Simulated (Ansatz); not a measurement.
## PbO2 under strains and displacements

These are results of DFT PBEsol, scalar-relativistic, plane waves, PAW (Ansatz), not measurements.

Settings: cutoff 420 eV, Γ-centred mesh 12×12×12 on the computed 3-atom cell, Gaussian smearing of 0.10 eV; no spin polarisation.

Reference cell:

```yaml
crystal:
  lattice:
    - [0.00000, 2.70199, 2.70199]
    - [2.70199, 0.00000, 2.70199]
    - [2.70199, 2.70199, 0.00000]
  atoms:
    - { symbol: Pb, position: [0.00000, 0.00000, 0.00000] }
    - { symbol: O, position: [0.25000, 0.25000, 0.25000] }
    - { symbol: O, position: [0.75000, 0.75000, 0.75000] }
```

Each variant moves atoms of this cell by the vectors given, if any (Å), and then applies a symmetric strain (tensor components, Cartesian axes). The reference cell isn't relaxed at this level. Energies are per atom at zero smearing, counted from the lowest variant. Pressure is positive in compression.

1. no strain; moves: O3 (0.045, 0.000, 0.000)
2. no strain; moves: O3 (0.009, -0.022, 0.148)
3. strain (xx yy zz yz xz xy, %) 5.37 5.37 3.87 0.00 0.00 0.00; moves: Pb1 (0.000, 0.000, -0.085); O2 (0.000, 0.000, 0.042); O3 (0.000, 0.000, 0.042)
4. no strain; moves: O3 (0.225, 0.000, 0.000)

```
variant  ΔE (meV/atom) P (GPa) largest force (eV/Å) space group
      1            0.0    -5.77                  0.28         Imm2
      2           21.3    -4.95                  0.95           P1
      3          166.2   -17.09                  0.28         I4mm
      4           51.8    -3.78                  1.48         Imm2
```

Spin–orbit coupling is left out, which can shift energies with elements as heavy as these.